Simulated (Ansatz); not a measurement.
Ge, 4H polytype, relaxed with r2SCAN. The symmetry is P6_3/mmc (No. 194, hexagonal); conventional cell a = 4.005 Å, c = 13.134 Å, 22.80 Å³ an atom. Ge has 4 Ge at 2.45 Å; Ge has 4 Ge at 2.45–2.47 Å.

The questions ask for values computed with Ansatz 0.2.0 on this geometry. No magnetic order and no zero-point or thermal motion; the cell was built from a prototype and may be hypothetical.

Question: Is there a gap with LDA, and of what kind?

Answer: With LDA the bands overlap by 0.01 eV (counted from 1, band 56 peaks at Γ–A (0.10 of the way from Γ) and band 57 bottoms out at Γ–A (0.20 of the way from Γ)): no gap.

Question: Estimate the gap with PBE on 12×12×2.

Answer: With PBE the bands overlap by 0.01 eV (counted from 1, band 56 peaks at Γ and band 57 bottoms out at Γ–A (0.20 of the way from Γ)): no gap.

Question: What does HSE06 give for the gap (6×6×2 mesh)?

Answer: The HSE06 gap is direct at Γ: 0.57 eV.

Question: Order these levels by the gap that they give, smallest first.
A. r2SCAN
B. PBE0
C. HSE06

Answer: A (0.26 eV), C (0.57 eV), B (1.17 eV).

Question: Roughly how does the cost of the LDA run (12×12×2) compare with r2SCAN's (12×12×2)?

Answer: About 0.5 times as much (14 core-seconds against 30 core-seconds, on 4 threads of INTEL(R) XEON(R) PLATINUM 8581C CPU @ 2.30GHz (Emerald Rapids), with other jobs on the host).

Question: What do these levels agree on?

Answer: Direct and least gap lie within 0.04 eV at some levels, so the kind of gap isn't settled.

Where an edge lies off the special points, it is a point of the mesh or the k point where a search put PBE's edge or least direct gap, reused for the other functionals, whose own edges may lie a little apart; PBE's own value is read along its path and can be a few hundredths of an eV high.

Gaps or overlaps of about a tenth of an eV are at the limit of these meshes: between the points read a gap can be smaller or closed.

The meshes of the hybrids are coarse, so their gaps aren't converged to the digits shown.

Gaps under 0.1 eV (PBE+SOC) can't be told from a closed one: the bands may be in normal order or already inverted, which a gap's size doesn't show.
